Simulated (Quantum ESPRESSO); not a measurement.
Ag:

```
Ag
1.0
     2.93000    0.00000    0.00000
    -1.46500    2.53745    0.00000
     0.00000    0.00000    4.79000
Ag
2
Cartesian
  1.4650 0.8458 3.5925
  0.0000 1.6916 1.1975
```

This isn't the form of Ag at room conditions, which is fcc.

Base run:

```yaml
Program: Quantum ESPRESSO 7.5
Functional: LDA
Potentials_or_basis: PseudoDojo 0.4.1 SR LDA standard
Cutoff: 1170 eV
Density_cutoff: 4680 eV
k_mesh: 10 × 10 × 6
Occupations: fermi-dirac, width 0.05 eV
Spin: no spin polarisation
```

Its results: band gap on the k mesh none (metal or under the smearing width); pressure -10.5 GPa.

Q: The run is repeated on the same cell with these changes: functional from LDA to PBEsol; potentials or basis from PseudoDojo 0.4.1 SR LDA standard to PseudoDojo 0.4.1 SR PBEsol standard; cutoff from 1170 eV to 1116 eV; density cutoff from 4680 eV to 4463 eV. What comes out?

A: Band gap on the k mesh none (metal or under the smearing width); pressure -6.3 GPa.
